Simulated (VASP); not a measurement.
# Te (P3_121) in VASP: notebook, part 2 of 2

VASP 6.6.1.

### Step 5. Relaxation of cell and atoms, r2SCAN+rVV10

This run uses another cell than the first one, of 34.37 Å³/atom, 1.013 times its volume.

The input, INCAR:

```
SYSTEM = Te
ALGO = Normal ; BPARAM = 11.95
CPARAM = 0.0093 ; EDIFF = 1E-7
EDIFFG = -0.005 ; ENCUT = 600
IBRION = 2 ; ISIF = 3
ISMEAR = 0 ; IVDW_NL = 2
LASPH = .True. ; LCHARG = .False.
LMIXTAU = .True. ; LREAL = .False.
LUSE_VDW = .True. ; LWAVE = .False.
METAGGA = R2SCAN ; NELM = 80
NSW = 90 ; PREC = Accurate
SIGMA = 0.03
```

The input, KPOINTS:

```
k-points
0
Gamma
  9 9 6
  0 0 0
```

The input, POSCAR:

```
Te                                      
1.0
    4.4710550529     -0.0000000000     -0.0000000000
   -2.2355275265      3.8720472576      0.0000000000
   -0.0000000000      0.0000000000      5.9556104637
  Te            
     3
Direct
     0.2652273577470918    0.0000000000000000    0.3333333332999970
     0.0000000000000000    0.2652273577470919    0.6666666667000030
     0.7347726422529081    0.7347726422529081    1.0000000000000000
```

Potentials or basis: VASP PAW PBE potentials, release 64 (Te).

Command:

```bash
> cat potpaw_PBE.64/Te/POTCAR > POTCAR
> mpirun -np 1 vasp_std > vasp.out
```

OUTCAR:

```text
SYSTEM = Te
   BPARAM = 11.95
   EDIFF = 1E-7
   EDIFFG = -0.005
   ENCUT = 600
   IBRION = 2
   ISIF = 3
   ISMEAR = 0
   IVDW_NL = 2
   LASPH = .True.
   LREAL = .False.
   METAGGA = R2SCAN
   NELM = 80
   NSW = 90
   PREC = Accurate

 ion  position               nearest neighbor table
   1  0.265  0.000  0.333-   3 2.86   2 2.86   3 3.50   3 3.50   2 3.50   2 3.50
   2  0.000  0.265  0.667-   3 2.86   1 2.86   3 3.50   3 3.50   1 3.50   1 3.50
   3  0.735  0.735  0.000-   1 2.86   2 2.86   2 3.50   1 3.50   2 3.50   1 3.50

  LATTYP: Found a hexagonal cell.
 ALAT       =     4.4710550529
 C/A-ratio  =     1.3320369338

  Lattice vectors:

 A1 = (   4.4710550529,   0.0000000000,   0.0000000000)
 A2 = (  -2.2355275265,   3.8720472576,   0.0000000000)
 A3 = (   0.0000000000,   0.0000000000,   5.9556104637)

Analysis of symmetry for initial positions (statically):
=====================================================================
 Subroutine PRICEL returns:
 Original cell was already a primitive cell.
[... 191 lines left out ...]
      5       2.7684      2.00000
      6       2.7684      2.00000
      7       3.9174      2.00000
      8       3.9174      2.00000
      9       4.7932      2.00000
     10       6.7504      0.00000
     11       6.7504      0.00000
     12       7.4207      0.00000
     13      10.9308      0.00000
[... 354 lines left out ...]
  band No.  band energies     occupation
      1      -7.8334      2.00000
      2      -5.8474      2.00000
      3      -4.3456      2.00000
      4       0.6779      2.00000
      5       1.1831      2.00000
      6       2.2147      2.00000
      7       3.6489      2.00000
      8       4.4094      2.00000
      9       4.9876      2.00000
     10       6.6340      0.00000
     11       7.2553      0.00000
     12       7.6509      0.00000
     13       9.7717      0.00000

 [... further k-points ...]

------------------------ aborting loop because EDIFF is reached ----------------------------------------

  FORCE on cell =-STRESS in cart. coord.  units (eV):
  Direction    XX          YY          ZZ          XY          YZ          ZX
  --------------------------------------------------------------------------------------
  -------------------------------------------------------------------------------------
  Total        0.0126556      0.0126556     -0.0033441     -0.0000000     -0.0000000      0.0000000
  in kB        0.1966602      0.1966602     -0.0519648     -0.0000000     -0.0000000      0.0000000
  external PRESSURE =       0.1137852 kB  Pullay stress =       0.0000000 kB

 VOLUME and BASIS-vectors are now :
 -----------------------------------------------------------------------------
  energy-cutoff  :      600.00
  volume of cell :      103.10
      direct lattice vectors                 reciprocal lattice vectors
     4.471055053  0.000000000  0.000000000     0.223660856  0.129130655  0.000000000
    -2.235527526  3.872047258  0.000000000     0.000000000  0.258261311  0.000000000
     0.000000000  0.000000000  5.955610464     0.000000000  0.000000000  0.167908900

 POSITION                                       TOTAL-FORCE (eV/Angst)
 -----------------------------------------------------------------------------------
      1.18585      0.00000      1.98520         0.004141      0.000000     -0.000000
     -0.59292      1.02697      3.97041        -0.002070      0.003586      0.000000
      1.64260      2.84507      0.00000        -0.002070     -0.003586      0.000000
 -----------------------------------------------------------------------------------
    total drift:                                0.000000      0.000000      0.000000

  FREE ENERGIE OF THE ION-ELECTRON SYSTEM (eV)
  ---------------------------------------------------
  free  energy   TOTEN  =       -75.7442000174 eV

  energy  without entropy=      -75.7442000174  energy(sigma->0) =      -75.74420002

 reached required accuracy - stopping structural energy minimisation
```

OSZICAR:

```text
N       E                     dE             d eps       ncg     rms          rms(c)
DAV:   1     0.156559161357E+02    0.15656E+02   -0.72638E+03  1612   0.127E+03
DAV:   2    -0.727210047166E+02   -0.88377E+02   -0.84921E+02  2163   0.165E+02
DAV:   3    -0.787270206575E+02   -0.60060E+01   -0.59494E+01  1945   0.487E+01
[... 16 lines left out ...]
DAV:  20    -0.757441839846E+02   -0.38369E-04   -0.16024E-05  1632   0.415E-02    0.637E-03
DAV:  21    -0.757441986051E+02   -0.14620E-04   -0.52097E-06  1652   0.238E-02    0.142E-02
DAV:  22    -0.757441989924E+02   -0.38735E-06   -0.19771E-06  1707   0.122E-02    0.785E-03
DAV:  23    -0.757441996465E+02   -0.65409E-06   -0.24899E-07  1295   0.364E-03    0.498E-03
DAV:  24    -0.757442000426E+02   -0.39611E-06   -0.14103E-07  1146   0.430E-03    0.263E-03
DAV:  25    -0.757442000174E+02    0.25191E-07   -0.27497E-08   851   0.211E-03
   1 F= -.75744200E+02 E0= -.75744200E+02  d E =-.757442E+02
```

CONTCAR:

```text
Te
   1.00000000000000
     4.4710550528999997    0.0000000000000000    0.0000000000000000
    -2.2355275264999999    3.8720472575999998    0.0000000000000000
     0.0000000000000000    0.0000000000000000    5.9556104637000002
  Te
     3
Direct
     0.2652273577470936    0.0000000000000000    0.3333333332999970
     0.0000000000000000    0.2652273577470936    0.6666666667000030
     0.7347726422529064    0.7347726422529064    0.0000000000000000

  0.00000000E+00  0.00000000E+00  0.00000000E+00
  0.00000000E+00  0.00000000E+00  0.00000000E+00
  0.00000000E+00  0.00000000E+00  0.00000000E+00
```

Wall time 6.9 min (1 thread of AMD EPYC 9R45 (Zen 5), shared host); peak memory 0.49 GiB.

Results:

| Quantity | Value |
| --- | --- |
| Free energy | -75.7442 eV |
| Pressure after relaxing | 0.0 GPa |
| Largest force after relaxing | 0.004 eV/Å |
| Band gap on the k mesh | 0.31 eV, direct |

Forces in eV/Å, atoms in the order of the input:
```
Te   0.004  0.000  0.000
Te  -0.002  0.004  0.000
Te  -0.002 -0.004  0.000
```

Final structure:
```xyz
3
Lattice="4.4711 0.0000 0.0000 -2.2355 3.8720 0.0000 0.0000 0.0000 5.9556" Properties=species:S:1:pos:R:3 pbc="T T T"
Te    1.1858    0.0000    1.9852
Te   -0.5929    1.0270    3.9704
Te    1.6426    2.8451    0.0000
```

Caveat: the relaxation stopped at its first step, so nothing moved; the PAW data sets were made with another functional, which shifts forces and pressure a little; spin-orbit coupling is left out, which moves the levels of the heavy elements; an odd mesh through Γ misses points on the zone boundary, where band edges often lie.
